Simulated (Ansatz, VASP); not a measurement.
**Two plane-wave programs on Hf**

Contents of INCAR:

```
SYSTEM = Hf
AGGAC = 1.0
AGGAX = 1.0
ALDAC = 0.0
ALDAX = 1.0
ALGO = Normal
EDIFF = 1E-6
ENCUT = 520
GGA = B5
ISIF = 2
ISMEAR = -1
LASPH = .TRUE.
LCHARG = .TRUE.
LELF = .TRUE.
LREAL = .FALSE.
LVHAR = .TRUE.
LWAVE = .FALSE.
NBANDS = 11
NELM = 80
PREC = Accurate
SIGMA = 0.1
```

KPOINTS

```
k-points
0
G
  14 14 14
  0 0 0
```

Contents of POSCAR:

```
Hf
1.0
    0.0000000000      2.2925264646      2.2925264646
    2.2925264646      0.0000000000      2.2925264646
    2.2925264646      2.2925264646      0.0000000000
Hf
1
Direct
    0.0000000000      0.0000000000      0.0000000000
```

Input for Ansatz:

```yaml
crystal:
  lattice:
    - [0.0, 2.2925264646, 2.2925264646]
    - [2.2925264646, 0.0, 2.2925264646]
    - [2.2925264646, 2.2925264646, 0.0]
  atoms:
    - { symbol: Hf, position: [0.0, 0.0, 0.0] }
hamiltonian:
  xc: blyp
  pseudopotentials:
    kind: paw
    azcp:
      Hf: "pseudopotentials/Hf.paw.azcp"
basis:
  ecutwfc: 420
  fft_grid_basis: typed
kpoints:
  mp_grid: { grid: [14, 14, 14], shift: [0, 0, 0] }
magnetization:
  spin_polarized: false
scf:
  occupations: { method: fermi_dirac, width: 0.1 }
  lower_state_search: "off"
output:
  stress: true
```

Alike in both runs: task single point; functional BLYP; k mesh 14 × 14 × 14; occupations fermi-dirac, width 0.1 eV; no spin polarisation.

|  | VASP | Ansatz |
| --- | --- | --- |
| version | VASP 6.6.1 | Ansatz 0.2.0 |
| potentials or method | VASP PAW PBE potentials, release 64 (Hf_pv) | plane waves (420 eV) with PAW, scalar-relativistic |
| plane-wave cutoff (eV) | 520 | 420 |
| valence electrons in the cell | 10 | 26 |

VASP gave:

| Item | Value |
| --- | --- |
| pressure (GPa) | -3.6 |

Which values does Ansatz return?

Pressure (GPa): -3.5.

The two sets of potentials don't hold the same shells in valence.

Caveats: the PAW data sets were made with another functional, which shifts forces and pressure a little (VASP). The runs have no spin-orbit coupling, so splittings on Hf are missing.
